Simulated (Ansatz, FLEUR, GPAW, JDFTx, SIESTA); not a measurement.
# ZrS2: 6 runs at one level of theory

```
Zr S
1.0
     3.69138    0.00000    0.00000
    -1.84569    3.19683    0.00000
     0.00000    0.00000    6.04108
Zr S
1 2
Direct
  0.00000 0.00000 0.00000
  0.33333 0.66667 0.23791
  0.66667 0.33333 0.76209
```

The cell is a database's computed one, not the measured one.

Alike in all runs: task band structure; functional PBEsol; k mesh 8 × 8 × 5; occupations fermi-dirac, width 0.05 eV; no spin polarisation; no spin-orbit coupling. Pressure is positive in compression and, in plane waves, holds the error of the finite cutoff, which Ansatz's Pulay term estimates and takes out. Gaps are the smaller of the mesh's and the band path's.

```json
{"program and potentials": "Ansatz, PAW datasets made for the crystal", "plane-wave cutoff (eV)": "240", "notes": "-", "band gap (eV)": "0.96", "pressure (GPa)": "-2.50", "largest force (eV/Å)": "0.150"}
{"program and potentials": "JDFTx, PseudoDojo-SR-PBEsol-0.4.1-standard with smoothed tails", "plane-wave cutoff (eV)": "898", "notes": "-", "band gap (eV)": "0.96", "pressure (GPa)": "-", "largest force (eV/Å)": "-"}
{"program and potentials": "FLEUR, all-electron, FLAPW", "plane-wave cutoff (eV)": "-", "notes": "-", "band gap (eV)": "0.96", "pressure (GPa)": "-", "largest force (eV/Å)": "-"}
{"program and potentials": "GPAW, PAW data sets generated for this functional", "plane-wave cutoff (eV)": "600", "notes": "-", "band gap (eV)": "0.95", "pressure (GPa)": "-2.79", "largest force (eV/Å)": "0.173"}
{"program and potentials": "SIESTA, files PseudoDojo sr-pbesol-0.4.1-standard, DZP (energy shift 0.003 Ry; two zetas on semicore shells)", "plane-wave cutoff (eV)": "-", "notes": "atomic basis", "band gap (eV)": "0.82", "pressure (GPa)": "-1.54", "largest force (eV/Å)": "0.134"}
{"program and potentials": "Ansatz, all-electron LAPW, scalar-relativistic", "plane-wave cutoff (eV)": "-", "notes": "-", "band gap (eV)": "0.96", "pressure (GPa)": "-2.50", "largest force (eV/Å)": "0.150"}
```

Force on atom 2 (S), eV/Å:

```csv
program and potentials,x,y,z
"Ansatz, PAW datasets made for the crystal",0.000,0.000,-0.150
"GPAW, PAW data sets generated for this functional",0.000,0.000,-0.173
"SIESTA, files PseudoDojo sr-pbesol-0.4.1-standard, DZP (energy shift 0.003 Ry; two zetas on semicore shells)",0.000,0.000,0.134
"Ansatz, all-electron LAPW, scalar-relativistic",0.000,0.000,-0.150
```

The band gap spans 0.82 (SIESTA, files PseudoDojo sr-pbesol-0.4.1-standard, DZP (energy shift 0.003 Ry; two zetas on semicore shells)) to 0.96 eV (JDFTx, PseudoDojo-SR-PBEsol-0.4.1-standard with smoothed tails), with all-electron results at 0.96. The pressure spans -2.79 (GPAW, PAW data sets generated for this functional) to -1.54 GPa (SIESTA, files PseudoDojo sr-pbesol-0.4.1-standard, DZP (energy shift 0.003 Ry; two zetas on semicore shells)), with all-electron results at -2.50. The paths' points differ, which is worth about 0.01 eV. Rows in atomic bases carry the error of their basis and grid, which can be large.

Differences between rows come from potentials, basis sets and numerical settings, since the functional is the same but for its coding. Runs on potential files found faulty are left out.
